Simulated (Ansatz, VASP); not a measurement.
Two plane-wave programs on Ni

Contents of POSCAR:

```
Ni
1.0
    0.0000000000      1.7380692641      1.7380692641
    1.7380692641      0.0000000000      1.7380692641
    1.7380692641      1.7380692641      0.0000000000
Ni
1
Direct
    0.0000000000      0.0000000000      0.0000000000
```

INCAR.step1

```
  PREC = Accurate
  ENCUT = 520
  ISMEAR = -1
  SIGMA = 0.05
  LREAL = F
  LASPH = T
  NELM = 150
  ISPIN = 2
  MAGMOM = 0.807
  LMAXMIX = 4
  NBANDS = 15
  GGA = PE
  ALGO = Normal
  EDIFF = 1E-4
  LWAVE = T
  LCHARG = F
```

The input INCAR.step2:

```
  PREC = Accurate
  ENCUT = 520
  EDIFF = 1E-6
  ISMEAR = -1
  SIGMA = 0.05
  LREAL = F
  LASPH = T
  NELM = 150
  ALGO = Normal
  ISIF = 2
  LWAVE = F
  LCHARG = F
  ISPIN = 2
  MAGMOM = 0.807
  LORBIT = 11
  LMAXMIX = 4
  METAGGA = R2SCAN
  LMIXTAU = T
  NBANDS = 15
  ISTART = 1
```

KPOINTS

```
regular mesh
0
Gamma
  5 5 5
```

Input for Ansatz:

```yaml
crystal:
  lattice:
    - [0.0, 1.7380692641, 1.7380692641]
    - [1.7380692641, 0.0, 1.7380692641]
    - [1.7380692641, 1.7380692641, 0.0]
  atoms:
    - { symbol: Ni, position: [0.0, 0.0, 0.0], spin: 0.807 }
hamiltonian:
  xc: r2scan
  pseudopotentials:
    kind: paw
    azcp:
      Ni: "pseudopotentials/Ni.paw.azcp"
basis:
  ecutwfc: 500
  fft_grid_basis: typed
kpoints:
  mp_grid: { grid: [5, 5, 5], shift: [0, 0, 0] }
magnetization:
  spin_polarized: true
scf:
  occupations: { method: fermi_dirac, width: 0.05 }
  lower_state_search: "off"
output:
  stress: true
```

Alike in both runs: task single point; functional r2SCAN; k mesh 5 × 5 × 5; occupations fermi-dirac, width 0.05 eV; collinear spin.

```csv
,VASP,Ansatz
version,VASP 6.6.1,Ansatz 0.2.0
potentials or method,"VASP PAW PBE potentials, release 64 (Ni)","plane waves (500 eV) with PAW, scalar-relativistic"
plane-wave cutoff (eV),520,500
valence electrons in the cell,10,18
```

Ansatz gave:

| Quantity | Value |
| --- | --- |
| pressure (GPa) | 4.2 |
| net moment per atom (μB) | 1.00 |
| size of the moment on the site where the two differ most (μB) | 1.04 |

Question: What did VASP give for the same quantities?

Answer: Pressure (GPa): 4.5; net moment per atom (μB): 0.96; size of the moment on the site where the two differ most (μB): 0.97.

Site moments also hang on the region over which each program counts them. The functional is the same, so the differences come from potentials, cutoffs and numerics. The two sets of potentials don't hold the same shells in valence. Ansatz warned: «stability_check_not_made».

Caveats: the k mesh is coarse (spacing up to 0.63 Å⁻¹), so the values aren't converged; the PAW data sets were made with another functional, which shifts forces and pressure a little (VASP).
